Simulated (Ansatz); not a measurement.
**Ti under changes of volume**

One of the cells (16.731 Å³/atom); the others are scaled copies at fixed shape and fractional positions:

```
CELL_PARAMETERS angstrom
0.00000 2.03000 2.03000
2.03000 0.00000 2.03000
2.03000 2.03000 0.00000
ATOMIC_POSITIONS crystal
Ti 0.00000 0.00000 0.00000
```

This isn't the form of Ti at room conditions, which is hcp.

| Quantity | Value |
| --- | --- |
| Program | Ansatz 0.2.0 |
| Functional | LDA |
| Potentials or basis | all-electron LAPW, scalar-relativistic |
| Cutoff | 224 eV (chosen from the basis error) |
| Basis error allowed | 0.001 eV/atom |
| k mesh | 11 × 11 × 11 |
| Occupations | fermi-dirac, width 0.05 eV |
| Spin | no spin polarisation |

| volume (Å³/atom) | energy over the lowest point (meV/atom) | pressure (GPa) |
| --- | --- | --- |
| 15.727 | 1.37 | 2.1 |
| 16.062 | 0.00 | -0.5 |
| 16.396 | 3.99 | -2.9 |
| 16.731 | 12.83 | -5.1 |
| 17.065 | 26.04 | -7.1 |
| 17.400 | 43.21 | -8.9 |
| 17.735 | ? | ? |

Question: What does the run at 17.735 Å³/atom give?

Answer: Energy over the lowest point 63.96 meV/atom; pressure -10.6 GPa.

Worked out: A Birch-Murnaghan fit of order 3 (a polynomial in V^(-2/3)) to the other rows has its minimum at 15.98 Å³/atom with B0 = V·E''(V) = 126 GPa and B' = 3.9. It gives 63.97 meV/atom at 17.735 Å³/atom, against the run's 63.96, and -dE/dV = -10.7 GPa, against -10.6.

Energies are extrapolated to zero smearing.
